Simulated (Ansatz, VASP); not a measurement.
**Zr in VASP and in Ansatz**

Contents of INCAR:

```
PREC = Accurate
ENCUT = 520
EDIFF = 1E-8
ISMEAR = -1
SIGMA = 0.08
LREAL = F
LASPH = T
NELM = 100
ALGO = Normal
ISIF = 2
LWAVE = F
LCHARG = F
GGA = PS
LEFG = T
NBANDS = 12
```

KPOINTS

```
regular mesh
0
Gamma
  14 14 14
```

File POSCAR:

```
Zr
1.0
   -1.7557000000      1.8100000000      1.8100000000
    1.8100000000     -1.7557000000      1.8100000000
    1.8100000000      1.8100000000     -1.7557000000
Zr
1
Direct
    0.0000000000      0.0000000000      0.0000000000
```

Input for Ansatz:

```yaml
crystal:
  lattice:
    - [-1.7557, 1.81, 1.81]
    - [1.81, -1.7557, 1.81]
    - [1.81, 1.81, -1.7557]
  atoms:
    - { symbol: Zr, position: [0.0, 0.0, 0.0] }
kpoints:
  mp_grid: { grid: [14, 14, 14] }
scf:
  occupations: { method: fermi_dirac, width: 0.08 }
hamiltonian:
  xc: pbesol
  pseudopotentials: { kind: paw }
output:
  forces: true
  stress: true
  eigenvalues: true
  efg: { contact_densities: true }
```

Change from the starting cell: equal xy, yz and zx shear strains of +3 %, PAW files.

Alike in both runs: task electric field gradients; functional PBEsol; k mesh 14 × 14 × 14; occupations fermi-dirac, width 0.08 eV; no spin polarisation.

|  | VASP | Ansatz |
| --- | --- | --- |
| version | VASP 6.6.1 | Ansatz 0.2.0 |
| potentials or method | VASP PAW PBE potentials, release 64 (Zr_sv) | PAW with Ansatz's default frozen-core files, scalar-relativistic |
| plane-wave cutoff (eV) | 520 | 420 |
| valence electrons in the cell | 12 | 12 |

```csv
,VASP,Ansatz,Ansatz less VASP
pressure (GPa),-6.6,-6.6,-0.06
largest component of the traceless stress (GPa),0.91,0.91,-0.004
Vzz of the field gradient on the site that differs most (V/Å²),-29.4,-27.7,+1.70
```

Ansatz warned: «gradients_without_spin_orbit».

Caveats: the PAW data sets were made with another functional, which shifts forces and pressure a little (VASP).
